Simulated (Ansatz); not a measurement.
Pb, diamond: how the functional moves the structure

All rows: Ansatz, plane waves with scalar-relativistic PAW, 420 eV (500 eV for the SCAN forms), relaxed under each functional, no dispersion correction, no zero-point motion. B₀ comes from uniform scaling at fixed shape; a dash is a value not given.

```csv
functional,V (Å³/atom),cell,B₀ (GPa),magnetic state,ΔE to fcc (meV/atom)
PBE,44.03,a = 7.062 Å,25,spin not included,259
r²SCAN,42.02,a = 6.953 Å,30,spin not included,176
PBEsol,41.29,a = 6.913 Å,30,spin not included,324
LDA,39.78,a = 6.827 Å,34,spin not included,311
revPBE,45.49,a = 7.140 Å,23,spin not included,227
BLYP,47.40,a = 7.238 Å,21,spin not included,67
```

What does RPBE give?

V (Å³/atom): 46.07; cell: a = 7.170 Å; B₀ (GPa): 22; magnetic state: spin not included; ΔE to fcc (meV/atom): 216.
